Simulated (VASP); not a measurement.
Wanted: the native input for a VASP 6.6.1 run.

```
Task                   : relaxation of cell and atoms
Functional             : LDA
Potentials or basis    : VASP PAW LDA potentials, release 64 (Ta_pv)
Cutoff                 : 600 eV
k mesh                 : 17 × 17 × 17
Occupations            : fermi-dirac, width 0.05 eV
Spin                   : no spin polarisation
Dipole correction      : no
Further INCAR settings : ALGO = Fast; EDIFF = 1e-07; IBRION = 2; EDIFFG = -0.005; NSW = 45; ISIF = 3
```

The structure of Ta lies in POSCAR:

```
Ta
1.0
    0.0000000000      2.0706599655      2.0706599655
    2.0706599655      0.0000000000      2.0706599655
    2.0706599655      2.0706599655      0.0000000000
Ta
1
Direct
    0.0000000000      0.0000000000      0.0000000000
```

This isn't the form of Ta at room conditions, which is bcc.

The input as run:

INCAR

```
SYSTEM = Ta
ALGO = Fast
EDIFF = 1E-7
EDIFFG = -0.005
ENCUT = 600
GGA = CA
IBRION = 2
ISIF = 3
ISMEAR = -1
LASPH = .True.
LCHARG = .False.
LREAL = .False.
LWAVE = .False.
NELM = 100
NSW = 45
PREC = Accurate
SIGMA = 0.05
```

KPOINTS

```
k-points
0
Gamma
  17 17 17
  0 0 0
```

Potentials or basis: VASP PAW LDA potentials, release 64 (Ta_pv).

Launch:

```console
$ cat potpaw_LDA.64/Ta_pv/POTCAR > POTCAR
$ mpirun -np 1 vasp_std > vasp.out
```

Results of the run:

* Relaxed volume: 17.82 Å³/atom
* Relaxed cell: a = 2.932 Å, b = 2.932 Å, c = 2.932 Å, α = 60.00°, β = 60.00°, γ = 60.00°
* Space group after relaxing (to 0.05 Å): Fm-3m (No. 225)
* Energy gained by relaxing: 0.2 meV/atom
* Ionic steps: 3
* Pressure after relaxing: 0.0 GPa
* Band gap on the k mesh: none (metal or under the smearing width)

It took 29 s on 1 thread of Intel(R) Xeon(R) 6975P-C (Granite Rapids) (shared host), peak memory 0.15 GiB.
